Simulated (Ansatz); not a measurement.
# TaN: the cost of one run

Computed with Ansatz 0.2.0 (DFT PBE+U (U_eff = 6 eV on Ta d), plane waves, PAW, no spin–orbit coupling unless a run says so, unless a step's input says otherwise).

## (1) The system as given

The structure is hexagonal, space group P6_3mc (No. 186). Conventional cell: a = 3.050 Å, b = 3.050 Å, c = 4.940 Å, α = 90.00°, β = 90.00°, γ = 120.00°. Around Ta (site symmetry 3m) lie 4 N at 1.85 to 1.90 Å. N (site symmetry 3m) is surrounded by 4 Ta at 1.85 to 1.90 Å.

Coordinates:

```cif
data_structure
_symmetry_space_group_name_H-M 'P 1'
_symmetry_Int_Tables_number 1
_cell_length_a 3.0500
_cell_length_b 3.0500
_cell_length_c 4.9400
_cell_angle_alpha 90.000
_cell_angle_beta 90.000
_cell_angle_gamma 120.000
_cell_volume 39.80
loop_
_atom_site_label
_atom_site_type_symbol
_atom_site_fract_x
_atom_site_fract_y
_atom_site_fract_z
_atom_site_occupancy
Ta1 Ta 0.33333 0.66667 0.00000 1
Ta2 Ta 0.66667 0.33333 0.50000 1
N1 N 0.33333 0.66667 0.38500 1
N2 N 0.66667 0.33333 0.88500 1
```

Magnetic order typed: ferromagnetic.

An earlier series on this cell reached its lowest free state from «random orbitals: drawn by pairs, first filling», perhaps among other starts (it ended without moments).

## (2) Random orbitals: single harmonics, second filling

input.yaml

```yaml
crystal:
  lattice:
    - [3.05000204, 0.0, 0.0]
    - [-1.52500102, 2.64137925, 0.0]
    - [0.0, 0.0, 4.94000153]
  atoms:
    - { symbol: Ta, position: [0.3333333333, 0.6666666667, 0.0], spin: 0.3 }
    - { symbol: Ta, position: [0.6666666667, 0.3333333333, 0.5], spin: 0.3 }
    - { symbol: "N", position: [0.3333333333, 0.6666666667, 0.385] }
    - { symbol: "N", position: [0.6666666667, 0.3333333333, 0.885] }
basis:
  ecutwfc: 420
  ecutrho_ratio: 4
kpoints:
  mp_grid: { grid: [7, 7, 4] }
hamiltonian:
  xc: pbe
  hubbard:
    sites:
      - { site: 0, l: d, u_eff: 6.0, starting_ns: [{ spin: up, occupation_matrix: s0up }, { spin: down, occupation_matrix: s0down }] }
      - { site: 1, l: d, u_eff: 6.0, starting_ns: [{ spin: up, occupation_matrix: s1up }, { spin: down, occupation_matrix: s1down }] }
    occupation_matrices:
      s0up:
        matrix:
          - [0.97, 0.0, 0.0, 0.0, 0.0]
          - [0.0, 0.02, 0.0, 0.0, 0.0]
          - [0.0, 0.0, 0.02, 0.0, 0.0]
          - [0.0, 0.0, 0.0, 0.02, 0.0]
          - [0.0, 0.0, 0.0, 0.0, 0.02]
      s0down:
        matrix:
          - [0.02, 0.0, 0.0, 0.0, 0.0]
          - [0.0, 0.02, 0.0, 0.0, 0.0]
          - [0.0, 0.0, 0.02, 0.0, 0.0]
          - [0.0, 0.0, 0.0, 0.97, 0.0]
          - [0.0, 0.0, 0.0, 0.0, 0.02]
      s1up:
        matrix:
          - [0.02, 0.0, 0.0, 0.0, 0.0]
          - [0.0, 0.97, 0.0, 0.0, 0.0]
          - [0.0, 0.0, 0.02, 0.0, 0.0]
          - [0.0, 0.0, 0.0, 0.02, 0.0]
          - [0.0, 0.0, 0.0, 0.0, 0.02]
      s1down:
        matrix:
          - [0.02, 0.0, 0.0, 0.0, 0.0]
          - [0.0, 0.02, 0.0, 0.0, 0.0]
          - [0.0, 0.0, 0.97, 0.0, 0.0]
          - [0.0, 0.0, 0.0, 0.02, 0.0]
          - [0.0, 0.0, 0.0, 0.0, 0.02]
    ns_hold: { iters: 5 }
scf:
  occupations: { method: gaussian, width: 0.05 }
  lower_state_search: "off"
  max_iter: 150
output:
  forces: true
  stress: true
  eigenvalues: true
  populations: true
  hubbard: { sites: [{ site: 0, l: d }, { site: 1, l: d }] }
magnetization:
  spin_polarized: true
```

The typed matrices put 0.97 on the chosen orbitals and 0.02 on the others, and are held for 5 cycles.

Command:

```bash
$ ansatz run input.yaml --threads 2 --pin off --max-ram 3072MiB --backend cpu --events-out ev --progress --plain --runs-dir out
```

Q: Estimate wall time and peak memory on 2 threads of Arm Neoverse V1, shared host.

About 23 s, with a peak of 0.45 GiB.
